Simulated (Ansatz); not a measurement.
Input and command of a calculation in Ansatz (plane waves; scalar-relativistic PAW potentials unless the input names others):

```yaml
crystal:
  lattice:
    - [0.0, -8.1886406043, 5.3249595272]
    - [0.0, 8.1886406043, 5.3249595272]
    - [-8.1886406043, 0.0, -5.3249595272]
  atoms:
    - { symbol: "N", position: [0.7975642504, 0.25, 0.0475642504] }
    - { symbol: "N", position: [0.2975642504, 0.75, 0.0475642504] }
    - { symbol: "N", position: [0.5475642504, 0.5, 0.0475642504] }
    - { symbol: "N", position: [0.2975642504, 0.25, 0.5475642504] }
    - { symbol: "N", position: [0.5475642504, 0.0, 0.5475642504] }
    - { symbol: "N", position: [0.0475642504, 0.5, 0.5475642504] }
    - { symbol: "N", position: [0.7975642504, 0.75, 0.5475642504] }
    - { symbol: "N", position: [0.5, 0.2024357496, 0.2024357496] }
    - { symbol: "N", position: [0.25, 0.4524357496, 0.2024357496] }
    - { symbol: "N", position: [0.75, 0.9524357496, 0.2024357496] }
    - { symbol: "N", position: [0.0, 0.7024357496, 0.2024357496] }
    - { symbol: "N", position: [0.75, 0.4524357496, 0.7024357496] }
    - { symbol: "N", position: [0.0, 0.2024357496, 0.7024357496] }
    - { symbol: "N", position: [0.5, 0.7024357496, 0.7024357496] }
    - { symbol: "N", position: [0.25, 0.9524357496, 0.7024357496] }
    - { symbol: "N", position: [0.4524357496, 0.0, 0.4524357496] }
    - { symbol: "N", position: [0.2024357496, 0.25, 0.4524357496] }
    - { symbol: "N", position: [0.7024357496, 0.75, 0.4524357496] }
    - { symbol: "N", position: [0.9524357496, 0.5, 0.4524357496] }
    - { symbol: "N", position: [0.7024357496, 0.25, 0.9524357496] }
    - { symbol: "N", position: [0.9524357496, 0.0, 0.9524357496], spin: 1.0 }
    - { symbol: "N", position: [0.4524357496, 0.5, 0.9524357496] }
    - { symbol: "N", position: [0.2024357496, 0.75, 0.9524357496] }
    - { symbol: "N", position: [0.5, 0.2975642504, 0.2975642504] }
    - { symbol: "N", position: [0.25, 0.5475642504, 0.2975642504] }
    - { symbol: "N", position: [0.75, 0.0475642504, 0.2975642504] }
    - { symbol: "N", position: [0.0, 0.7975642504, 0.2975642504] }
    - { symbol: "N", position: [0.75, 0.5475642504, 0.7975642504] }
    - { symbol: "N", position: [0.0, 0.2975642504, 0.7975642504] }
    - { symbol: "N", position: [0.5, 0.7975642504, 0.7975642504] }
    - { symbol: "N", position: [0.25, 0.0475642504, 0.7975642504] }
  host:
    lattice:
      - [4.0943203022, 0.0, 0.0]
      - [0.0, 4.0943203022, 0.0]
      - [0.0, 0.0, 5.3249595272]
    atoms:
      - { symbol: "N", position: [0.9048714992, 0.9048714992, 0.0] }
      - { symbol: "N", position: [0.5951285008, 0.4048714992, 0.5] }
      - { symbol: "N", position: [0.0951285008, 0.0951285008, 0.0] }
      - { symbol: "N", position: [0.4048714992, 0.5951285008, 0.5] }
basis:
  ecutwfc: 420
  xc_grid: 2
kpoints:
  mp_grid: { grid: [2, 2, 2], shift: [0.5, 0.5, 0.5] }
hamiltonian:
  xc: pbe
  dispersion: d3bj
scf:
  occupations: { method: gaussian, width: 0.01 }
  initial_density: { chi_scale: 0.1 }
  n_extra_bands: 1
  lower_state_search: "off"
output:
  forces: true
  eigenvalues: true
magnetization:
  spin_polarized: true
```

```bash
ansatz run input.yaml --threads 4 --pin off --max-ram 6144MiB --backend cpu --events-out ev --progress --plain --runs-dir out
```

Abridged log:
```
Warning: the band count 79 (scf.n_extra_bands) hosts the net moment |M| = 1.0000 μB (N_el = 155) but caps the reachable moment at 2·n_bands − N_el = 3.0000 μB, below the 109 bands that the automatic rule leaves for it — a moment growing past the seed, or the majority channel's smearing tail, pins there with fewer empty majority states than that count leaves; raise or omit scf.n_extra_bands unless the cap is intended
Basis set: ecut = 420 eV, 13937 PW (Γ), exchange–correlation on 144×144×144 points (8 copies of the dense FFT grid, shifted against one another)
Bands: 79, of which v1, the nominal top of the filled ones, is band 78 counted from 1 (77 counted from 0)
Symmetry: 4 space group operations
k-points: 4 of 8 (time reversal used)
SCF iter   1: F=—  HF=-11911.257836 eV  |F-HF|=—  |Δ(HF+E_count)|=         —  Δρ=4.87e-2 (↑4.87e-2 ↓4.83e-2) dr2=3.04e1  dr2_m=2.24e0  M=3.000 μB ∫|m|=3.000 μB  β_m=1.00  ethr=3.10e-3  ⟨swp⟩=4.2  Hψ=2656  notcnv=0
WARN: iteration 1: the fill leaves next to no room in one spin channel (spin ↑): the net moment +3.0000 μB, against the cap that the 79 bands of a channel set, 2·79 − N_el = 3.0000 μB — raise scf.n_extra_bands
spin=Collinear: Resta preconditioning applied to the charge; magnetization (m = ρ↑ − ρ↓) channel mixes plain (no charge-response kernel on spin).
SCF iter   2: F=—  HF=-11905.670271 eV  |F-HF|=—  |Δ(HF+E_count)|=    5.59e0  Δρ=3.02e-2 (↑3.02e-2 ↓3.02e-2) dr2=1.33e1  dr2_m=1.51e-2  M=3.000 μB ∫|m|=3.003 μB  β_m=1.00  ethr=3.10e-3  ⟨swp⟩=2.5  Hψ=1356  notcnv=0
SCF iter   3: F=—  HF=-11900.762725 eV  |F-HF|=—  |Δ(HF+E_count)|=    4.91e0  Δρ=6.10e-3 (↑6.10e-3 ↓6.10e-3) dr2=4.27e-1  dr2_m=3.84e-5  M=3.000 μB ∫|m|=3.004 μB  β_m=1.00  ethr=3.10e-3  ⟨swp⟩=2.0  Hψ=1452  notcnv=0
SCF iter   4: F=—  HF=-11900.826143 eV  |F-HF|=—  |Δ(HF+E_count)|=   6.34e-2  Δρ=2.37e-3 (↑2.37e-3 ↓2.36e-3) dr2=8.78e-2  dr2_m=2.35e-5  M=3.000 μB ∫|m|=3.004 μB  β_m=1.00  ethr=2.76e-4  ⟨swp⟩=2.5  Hψ=1404  notcnv=0
SCF iter   5: F=—  HF=-11900.884912 eV  |F-HF|=—  |Δ(HF+E_count)|=   5.88e-2  Δρ=7.34e-4 (↑7.34e-4 ↓7.28e-4) dr2=1.04e-2  dr2_m=7.03e-6  M=3.000 μB ∫|m|=3.006 μB  β_m=1.00  ethr=5.66e-5  ⟨swp⟩=2.0  Hψ=892  notcnv=0
SCF iter   6: F=—  HF=-11900.918668 eV  |F-HF|=—  |Δ(HF+E_count)|=   3.38e-2  Δρ=3.09e-4 (↑3.00e-4 ↓3.09e-4) dr2=1.70e-3  dr2_m=7.02e-6  M=3.000 μB ∫|m|=3.004 μB  β_m=0.30  ethr=6.71e-6  ⟨swp⟩=2.5  Hψ=1142  notcnv=0
Mixer restart at iter 6: flushing history
spin-set hold released at iteration 6 (site moments contracting): the magnetisation degrees of freedom join the quasi-Newton model from the next iteration; the mixer history was flushed
SCF iter   7: F=—  HF=-11900.930811 eV  |F-HF|=—  |Δ(HF+E_count)|=   1.21e-2  Δρ=2.22e-4 (↑2.08e-4 ↓2.22e-4) dr2=9.75e-4  dr2_m=6.81e-6  M=3.000 μB ∫|m|=3.004 μB  β_m=0.65  ethr=1.10e-6  ⟨swp⟩=2.0  Hψ=1144  notcnv=0
SCF iter   8: F=—  HF=-11900.943133 eV  |F-HF|=—  |Δ(HF+E_count)|=   1.23e-2  Δρ=5.75e-5 (↑5.75e-5 ↓5.18e-5) dr2=1.02e-4  dr2_m=1.08e-5  M=3.000 μB ∫|m|=3.004 μB  β_m=0.72  ethr=6.29e-7  ⟨swp⟩=3.0  Hψ=1404  notcnv=0
SCF iter   9: F=—  HF=-11900.943146 eV  |F-HF|=—  |Δ(HF+E_count)|=   1.30e-5  Δρ=3.09e-5 (↑3.09e-5 ↓3.09e-5) dr2=5.52e-5  dr2_m=8.87e-7  M=3.000 μB ∫|m|=3.004 μB  β_m=0.86  ethr=6.60e-8  ⟨swp⟩=2.0  Hψ=1249  notcnv=0
SCF iter  10: F=—  HF=-11900.943330 eV  |F-HF|=—  |Δ(HF+E_count)|=   1.84e-4  Δρ=4.07e-5 (↑4.07e-5 ↓3.97e-5) dr2=5.24e-5  dr2_m=1.09e-7  M=3.000 μB ∫|m|=3.004 μB  β_m=0.71  ethr=3.56e-8  ⟨swp⟩=2.0  Hψ=1260  notcnv=0
SCF iter  11: F=—  HF=-11900.943316 eV  |F-HF|=—  |Δ(HF+E_count)|=   1.40e-5  Δρ=9.54e-6 (↑9.54e-6 ↓6.60e-6) dr2=2.41e-6  dr2_m=3.05e-7  M=3.000 μB ∫|m|=3.004 μB  β_m=0.86  ethr=3.38e-8  ⟨swp⟩=2.0  Hψ=1235  notcnv=0
SCF iter  12: F=—  HF=-11900.943315 eV  |F-HF|=—  |Δ(HF+E_count)|=   7.40e-7  Δρ=2.05e-6 (↑2.05e-6 ↓2.01e-6) dr2=1.81e-7  dr2_m=2.56e-10  M=3.000 μB ∫|m|=3.004 μB  β_m=0.91  ethr=1.55e-9  ⟨swp⟩=2.0  Hψ=1132  notcnv=0
SCF iter  13: F=—  HF=-11900.943315 eV  |F-HF|=—  |Δ(HF+E_count)|=   5.66e-8  Δρ=2.56e-6 (↑2.56e-6 ↓2.56e-6) dr2=1.96e-7  dr2_m=2.20e-10  M=3.000 μB ∫|m|=3.004 μB  β_m=0.91  ethr=6.45e-11  ⟨swp⟩=4.5  Hψ=2464  notcnv=0
SCF iter  14: F=-11900.943315 eV  HF=-11900.943315 eV  |F-HF|=1.00e-8  |Δ(HF+E_count)|=   2.73e-8  Δρ=6.04e-7 (↑6.04e-7 ↓5.99e-7) dr2=1.50e-8  dr2_m=1.01e-10  M=3.000 μB ∫|m|=3.004 μB  ethr=6.45e-11  ⟨swp⟩=2.0  Hψ=2392  notcnv=0
SCF 1 converged in 14 iterations: F = -11900.943315 eV  dr2 = 1.50e-8
SCF converged after 14 iterations
Magnetization: 3.0000 μB (79.0000 up, 76.0000 down)
Absolute magnetization: 3.0038 μB (∫|ρ↑−ρ↓|, with the PAW one-centre terms)
Spin contamination: 0.0027 ħ² per cell (⟨S²⟩ above its minimum at these occupations)
Per-site moments (μB) at R_I (Å): [(0.00070274, 0.45442416), (6.12042422e-5, 0.45442416), (4.42953311e-6, 0.45442416), (6.12042422e-5, 0.45442416), (3.87488402e-5, 0.45442416), (5.40450121e-6, 0.45442416), (0.00070274, 0.45442416), (6.39445654e-5, 0.45442416), (0.00050935, 0.45442416), (0.00050935, 0.45442416), (6.39445654e-5, 0.45442416), (0.00028870, 0.45442416), (0.00054026, 0.45442416), (0.00054026, 0.45442416), (0.00028870, 0.45442416), (7.28013757e-6, 0.45442416), (0.00014570, 0.45442416), (0.00062938, 0.45442416), (4.46990602e-6, 0.45442416), (0.00062938, 0.45442416), (2.84073836, 1.404 ...
Free energy (F): -11900.943315 eV
Harris-Foulkes:  -11900.943315 eV  (|F-HF|=1.00e-8)
Internal energy: -11900.943315 eV  (E = F + TS)
E sigma→0 (E₀):  -11900.943315 eV
Fermi energy:    -1.853173 eV
  E_disp       = -1.663756  (pairwise vdW)
--- Forces (eV/Å), atoms counted from 1 ---
  atom   1  N     -0.00848490    -0.01088129     0.00000000
  atom   2  N     -0.00531691    -0.00772921     0.00000000
  atom   3  N      0.00063538     0.00063538     0.00000000
  atom   4  N     -0.00772921    -0.00531691     0.00000000
  atom   5  N      0.00219531     0.00219531     0.00000000
  atom   6  N      0.00004078     0.00004078     0.00000000
  atom   7  N     -0.01088129    -0.00848490     0.00000000
  atom   8  N      0.01112088    -0.00457734    -0.00406640
  atom   9  N      0.00953534    -0.01051454    -0.00486843
  atom  10  N      0.00953534    -0.01051454     0.00486843
  atom  11  N      0.01112088    -0.00457734     0.00406640
  atom  12  N      0.00510648    -0.00449289     0.00223673
  atom  13  N      0.00668384    -0.00753239    -0.00017994
  atom  14  N      0.00668384    -0.00753239     0.00017994
  atom  15  N      0.00510648    -0.00449289    -0.00223673
  atom  16  N     -0.00301854    -0.00301854     0.00000000
  atom  17  N      0.01718275     0.00239672     0.00000000
  atom  18  N      0.00986721     0.00963318     0.00000000
  atom  19  N     -0.00004171    -0.00004171     0.00000000
  atom  20  N      0.00963318     0.00986721     0.00000000
  atom  21  N     -0.01672490    -0.01672490     0.00000000
  atom  22  N     -0.00051804    -0.00051804     0.00000000
  atom  23  N      0.00239672     0.01718275     0.00000000
  atom  24  N     -0.00457734     0.01112088    -0.00406640
  atom  25  N     -0.00449289     0.00510648    -0.00223673
  atom  26  N     -0.00449289     0.00510648     0.00223673
  atom  27  N     -0.00457734     0.01112088     0.00406640
  atom  28  N     -0.01051454     0.00953534     0.00486843
  atom  29  N     -0.00753239     0.00668384    -0.00017994
  atom  30  N     -0.00753239     0.00668384     0.00017994
  atom  31  N     -0.01051454     0.00953534    -0.00486843
```

Apart from outputs and the relaxation, which only the reference makes, the input differs from a reference run on usual settings in scf.initial_density.chi_scale: not typed → 0.1; scf.n_extra_bands: not typed → 1; scf.lower_state_search: not typed → "off". The reference, at the same geometry, ended its own course with largest force 0.024 eV/Å, gap on the mesh 4.06 eV. This run converged in 14 SCF iterations with an energy at zero smearing within 0.01 meV/atom of the reference's, largest force 0.024 eV/Å, gap on the mesh 4.06 eV.

It took 20 s on 4 threads of Arm Neoverse V2, on a shared host, peak memory 1.6 GiB.